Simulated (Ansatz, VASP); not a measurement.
# One calculation of MgO, two programs

```
Mg O
1.0
    -0.10676    2.13515    2.13515
     2.13515   -0.10676    2.13515
     2.02839    2.02839    0.00000
Mg O
1 1
Cartesian
  0.0000 0.0000 0.0000
  2.0284 2.0284 2.1351
```

Change from the starting cell: strain -0.1000 x Voigt [0, 0, 0, 0, 0, 1], atoms carried along.

Alike in both runs: task single point; functional PBE; k mesh 10 × 10 × 10; occupations gaussian, width 0.05 eV; no spin polarisation.

|  | VASP | Ansatz |
| --- | --- | --- |
| version | VASP 6.6.1 | Ansatz 0.2.0 |
| potentials or method | VASP PAW PBE potentials, release 64 (Mg, O) | scalar-relativistic, plane waves, PAW |
| plane-wave cutoff (eV) | 520 | 420 |
| valence electrons in the cell | 8 | 16 |

```csv
,VASP,Ansatz,Ansatz less VASP
gap on the k mesh at the Fermi level (eV),3.84,3.86,+0.021
least direct gap on the mesh (eV),3.84,3.86,+0.021
pressure (GPa),-2.0,-1.2,+0.75
largest component of the traceless stress (GPa),14.22,14.12,-0.099
```

With one functional, cell and mesh, what is left measures potentials, basis and numerics. The two sets of potentials don't hold the same shells in valence.
